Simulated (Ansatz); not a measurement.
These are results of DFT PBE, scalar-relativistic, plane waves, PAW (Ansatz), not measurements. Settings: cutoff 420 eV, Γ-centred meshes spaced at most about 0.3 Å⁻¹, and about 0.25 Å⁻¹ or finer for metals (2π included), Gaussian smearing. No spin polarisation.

These are static total energies at zero pressure.

Two forms of Te2Mo were relaxed alike.

A. Space group P2_1/m (No. 11), monoclinic, a = 6.367 Å, b = 3.472 Å, c = 15.821 Å, β = 90.8°. Around Te on its first site lie 3 Mo at 2.71–2.72 Å; around Te on its second site lie 3 Mo at 2.83–2.84 Å; Te on its third site has 3 Mo at 2.71–2.72 Å; Te on its fourth site has 3 Mo at 2.83–2.84 Å; Mo on its first site is surrounded by 6 Te at 2.71–2.84 Å and 2 Mo at 2.89 Å; 1 more site not described.

B. Space group P-3m1 (No. 164), trigonal, a = 3.556 Å, c = 39.999 Å. Te on its first site is surrounded by 3 Mo at 2.74 Å; Te on its second site is surrounded by 3 Mo at 2.74 Å; Te on its third site has 3 Mo at 2.74 Å; around Te on its fourth site lie 3 Mo at 2.74 Å; Mo on its first site is surrounded by 6 Te at 2.74 Å; 1 more site not described.

Problem. Which would you expect to be lower, and how large is the difference?

Solution. B is lower, by 12 meV/atom. A has space group P2_1/m (No. 11), 29.1 Å³/atom and no gap on its mesh; B has space group P-3m1 (No. 164), 36.5 Å³/atom and a gap of 1.04 eV. Origin: A, reached from a cell as deposited in COD; B, reached from a Materials Project cell. The lowest form computed isn't among them: it has the anti-2H molybdenite type, space group P6_3/mmc (No. 194), 28.0 Å³/atom, is reached from a Materials Project cell and lies under 1 meV/atom below the best shown. The higher one, A, is the form on record in the Crystallography Open Database, so temperature, pressure or the functional's error must bridge the margin.

For metals, differences of a few meV/atom aren't resolved. No dispersion correction is applied, so the spacing and binding between layers, chains or molecules are poorly described (P2_1/m, P-3m1), and this can change margins and order among such cells. Spin–orbit coupling, which can matter for Te, is left out. Kohn–Sham gaps at this level usually fall short of measured ones. The missing spin–orbit coupling can work the other way here. Some structure types and database cells were kept out of the candidates from the start, so a known form may be missing.

The preference for B probably reflects the d² configuration of Mo(IV). Its gap suggests trigonal-prismatic layers, in which the two electrons fill a mainly d(z²) band split off from the other d states. In distorted octahedral layers, as expected for A, the t2g-derived bands are only partly filled. Pairing metal atoms into zigzag chains recovers some energy, and the Mo–Mo contacts of 2.89 Å, well below the 3.472 Å repeat, fit that picture, but no gap opens here.

The order agrees with the known behaviour of this telluride, whose prismatic form is favoured at low temperature and whose monoclinic form appears on heating. The small margin is in keeping with that competition.

B's stacking deserves less weight. It takes up 36.5 Å³/atom against 28.0 Å³/atom for the molybdenite-type form, yet is almost degenerate with it. This suggests nearly decoupled layers, so the comparison says more about bonding within a layer than about a real stacking sequence. Placing the transition temperature would require vibrational free energies.
